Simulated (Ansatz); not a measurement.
## Be: rattling a relaxed structure

The cell was found from a structure generator's guess, not taken from experiment.

Computed with DFT PBE, scalar-relativistic, plane waves, PAW in Ansatz. Cutoff 420 eV; k points 28×28×20 on the computed 1-atom cell (Γ-centred); Gaussian smearing, width 0.10 eV; no spin polarisation.

The cell below (1 atom, space group P4/mmm (No. 123)) is relaxed within its symmetry.

```
Be
1.0
     2.02010    0.00000    0.00000
     0.00000    2.02010    0.00000
     0.00000    0.00000    2.66802
Be
1
Cartesian
  1.0100 1.0100 0.0000
```

For the test a repeat of it with 8 atoms (edges 4.04, 4.04, 5.34 Å) was strained at random (σ = 1.5 % a component), the atoms were moved at random (σ = 0.05 Å), and all was relaxed again on a coarse 6×6×4 mesh (in the run’s order of axes) with 0.20 eV smearing, with no symmetry imposed.

Question: What happens?

Answer: It doesn't return. The energy falls by 813 meV/atom on that mesh, the volume changes by -20.9 %, and the end has space group Ibam (No. 72) at a loose tolerance. Relaxed again on a 16×16×16 mesh with 0.10 eV smearing, the new structure lies 821 meV/atom below the first (mesh in the axes of the run's cell; the cell below is made exact in the group named). Space group I4/mcm (No. 140), tetragonal, a = 4.389 Å, c = 3.581 Å. Be is surrounded by 1 Be at 1.98 Å, 2 Be at 2.11 Å and 8 Be at 2.27–2.33 Å.

```cif
data_structure
_symmetry_space_group_name_H-M 'I4/mcm'
_symmetry_Int_Tables_number 140
_cell_length_a 4.3889
_cell_length_b 4.3889
_cell_length_c 3.5810
_cell_angle_alpha 90.000
_cell_angle_beta 90.000
_cell_angle_gamma 90.000
_cell_volume 68.98
loop_
_atom_site_label
_atom_site_type_symbol
_atom_site_symmetry_multiplicity
_atom_site_Wyckoff_symbol
_atom_site_fract_x
_atom_site_fract_y
_atom_site_fract_z
_atom_site_occupancy
Be1 Be 8 h 0.15950 0.65950 0.00000 1
```
